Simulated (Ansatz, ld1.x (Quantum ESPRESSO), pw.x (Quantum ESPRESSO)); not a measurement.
## Equation-of-state test of one TM potential (technetium)

- Element: technetium
- Generator: ld1.x (Quantum ESPRESSO) 7.5
- Type: norm-conserving Troullier–Martins (Kleinman–Bylander form)
- Functional: PBE
- Relativity: scalar-relativistic
- Frozen core: [Kr]
- Valence charge: 7
- Reference configuration: 4d5 5s2 5p0
- Partial waves: 5s (bound): rc 2.66 bohr; 5p (bound, empty): rc 2.65 bohr; 4d (bound): rc 2.10 bohr
- Local potential: all-electron potential smoothed inside 2.40 bohr (lloc = -1)
- Core correction: a·sin(br)/r model core inside 1.95 bohr

Atomic tests: cutoffs needed: 40 Ry and 45 Ry (the cutoffs (Ry, on a coarse ladder) from which the occupation-weighted sum of valence levels, in a spherical-Bessel basis at the reference potential, stays within 10 and 1 mRy of its value at 400 Ry); ghost test: ghost state, extra bound levels that the all-electron valence spectrum of the same l lacks: s at -3.7 eV; a true bound ghost makes a file unfit for plane-wave use (spherical-Bessel basis up to 400 Ry, 20 bohr box); configuration tests: 2 of 7 tests not solved or not reliable.

Crystal test: diamond Tc in pw.x 7.5, no spin, 8³ k-points, Fermi–Dirac smearing 0.01 Ry, cutoffs 55/220 Ry. The lattice is a test structure that the element need not adopt, and mesh and smearing are coarse.

pw.x input:

```
&control
  calculation='scf', prefix='x', pseudo_dir='./', outdir='./tmp', tstress=.true., disk_io='none'
/
&system
  ibrav=0, nat=2, ntyp=1, ecutwfc=55, ecutrho=220, nbnd=15,
  occupations='smearing', smearing='fd', degauss=0.01
/
&electrons
  conv_thr=1e-09, mixing_beta=0.4, electron_maxstep=70
/
ATOMIC_SPECIES
Tc 1.0 Tc.UPF
CELL_PARAMETERS angstrom
  0.00000000 2.77074124 2.77074124
  2.77074124 0.00000000 2.77074124
  2.77074124 2.77074124 0.00000000
ATOMIC_POSITIONS crystal
Tc 0.0000 0.0000 0.0000
Tc 0.2500 0.2500 0.2500
K_POINTS automatic
8 8 8 0 0 0
```

```bash
pw.x < Tc.scf.in > Tc.scf.out
```

Problem. How does the run end?

Solution. It converges; the pressure is -2.65 GPa against -0.01 GPa from all-electron LAPW. The largest radius (2.66 bohr) exceeds half the bond length (2.27 bohr), so the spheres overlap, which is one possible source of error among others. This is a poor potential for the solid. Note: ghost state, extra bound levels that the all-electron valence spectrum of the same l lacks: s at -3.7 eV. A true bound ghost makes a file unfit for plane-wave use. Atomic configuration tests: 2 of 7 tests not solved or not reliable. The logarithmic derivative shows an extra or strongly shifted pseudo pole above the reference energy (s near -0.27 Ry, p near 1.16 Ry). The log shows:

```
     number of k points=    29  Fermi-Dirac smearing, width (Ry)=  0.0100
     iteration #  1     ecut=    55.00 Ry     beta= 0.40
     total energy              =     -51.36904272 Ry
     estimated scf accuracy    <       0.10357223 Ry
     iteration #  2     ecut=    55.00 Ry     beta= 0.40
     total energy              =     -51.37156676 Ry
     estimated scf accuracy    <       0.01825873 Ry
     iteration #  3     ecut=    55.00 Ry     beta= 0.40
     total energy              =     -51.37159797 Ry
     estimated scf accuracy    <       0.00276435 Ry
     iteration #  4     ecut=    55.00 Ry     beta= 0.40
     total energy              =     -51.37182609 Ry
     estimated scf accuracy    <       0.00001654 Ry
     iteration #  5     ecut=    55.00 Ry     beta= 0.40
     total energy              =     -51.37183944 Ry
     estimated scf accuracy    <       0.00000409 Ry
     iteration #  6     ecut=    55.00 Ry     beta= 0.40
     total energy              =     -51.37183966 Ry
     estimated scf accuracy    <       0.00000012 Ry
     iteration #  7     ecut=    55.00 Ry     beta= 0.40
     total energy              =     -51.37183971 Ry
     estimated scf accuracy    <          1.0E-08 Ry
     iteration #  8     ecut=    55.00 Ry     beta= 0.40
     total energy              =     -51.37183971 Ry
     estimated scf accuracy    <          1.3E-09 Ry
     iteration #  9     ecut=    55.00 Ry     beta= 0.40
     the Fermi energy is     8.9677 ev
!    total energy              =     -51.37183971 Ry
     estimated scf accuracy    <          5.3E-11 Ry
     smearing contrib. (-TS)   =      -0.00914004 Ry
     The total energy is F=E-TS. E is the sum of the following terms:
     one-electron contribution =       9.14000319 Ry
     hartree contribution      =       6.52006804 Ry
     xc contribution           =     -16.61100184 Ry
     ewald contribution        =     -50.41176907 Ry
     convergence has been achieved in   9 iterations
          total   stress  (Ry/bohr**3)                   (kbar)     P=      -26.49
     Message from routine punch:
     Nothing written, as per user request (disk_io='none')
```
